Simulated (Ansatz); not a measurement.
Data:

CaF2 (fluorite)

```xyz
6
Lattice="0.0000 5.5110 5.5110 2.7555 0.0000 2.7555 2.7555 2.7555 0.0000" Properties=species:S:1:pos:R:3 pbc="T T T"
Ca     0.0000     0.0000     0.0000
Ca     2.7555     5.5110     2.7555
F      1.3777     1.3777     1.3777
F      1.3777     4.1332     4.1332
F      4.1332     4.1332     4.1332
F      4.1332     6.8887     6.8887
```

The atoms are displaced by Q × the pattern below (from a DFPT mode at L = (0.5, 0.0, 0.0), largest move 1; Q in Å), at fixed cell. It is one choice among 2 degenerate patterns. (q is in reciprocal vectors of the primitive cell; the cell shown is doubled to hold the pattern.)

```
atom       x       y       z
----  ------  ------  ------
Ca1   -0.131   0.239  -0.371
Ca2    0.131  -0.239   0.371
F3     0.285  -0.520   0.805
F4    -0.285   0.520  -0.805
F5    -0.285   0.520  -0.805
F6     0.285  -0.520   0.805
```

Level of theory: PBE (plane waves to 420 eV, PAW, scalar-relativistic; Ansatz, a quantum-chemistry and plane-wave program). k mesh 5×10×10 (Γ-centred), Fermi-Dirac smearing 0.05 eV. The energy includes the smearing's −TS. CaF2 was relaxed with its symmetry unable to fall. The zero of ΔE is the undisplaced structure.

The scan covers Q from -0.100 to 0.100 Å in 13 points.

Is this a single well or a double well?

A single well with its minimum at or next to zero displacement.

Which space group does the distorted structure have?

P-1 (No. 2), lowered from Fm-3m.

What is the energy change at Q = 0.100 Å?

114.8 meV/cell.

What harmonic wavenumber does the curvature at Q = 0 give?

256 cm⁻¹.

(A displaced cell: forces are minus the slopes of the energy, force constants its curvatures, and phonons follow from these.)
